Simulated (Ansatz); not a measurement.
PBE against r2SCAN: LaAlO3, pressure 9 GPa

Base system: LaAlO3 (space group R-3c, No. 167; a = 5.412 Å, c = 13.193 Å (hexagonal axes)).

(Cell as relaxed with PBE.)

Levels (all Ansatz, a program for electronic structure, PAW, earlier PAW set): PBE (420 eV, no spin-orbit coupling); r2SCAN (500 eV, spin-orbit coupling left out).

Each level relaxes its own structure.

```json
[
 {"base": "volume per atom", "PBE": "11.16 Å³", "r2SCAN": "10.90 Å³"},
 {"base": "lattice parameter a", "PBE": "5.412 Å", "r2SCAN": "5.367 Å"},
 {"base": "band gap", "PBE": "4.02 eV", "r2SCAN": "4.38 eV"}
]
```

It is then changed as follows: cell and atoms relaxed at a pressure of 9 GPa.

```tsv
quantity	PBE	r2SCAN
band gap	3.97 eV	…
volume per atom	10.66 Å³	…
smallest direct gap	4.00 eV	…
```

Problem. Predict the r2SCAN column.

Solution. 
- band gap, r2SCAN: 4.32 eV
- volume per atom, r2SCAN: 10.46 Å³
- smallest direct gap, r2SCAN: 4.34 eV

PBE's band gap lies 0.35 eV below r2SCAN's; PBE's volume per atom lies 0.20 Å³ above r2SCAN's (1.9 %); PBE's smallest direct gap lies 0.348 eV below r2SCAN's. Neither level is exact; r2SCAN is the comparison here, not a measurement.

Load acts through the strain it causes; cell and atoms are relaxed under it. Stability against distortions was not tested. Competing high-pressure phases were not computed.
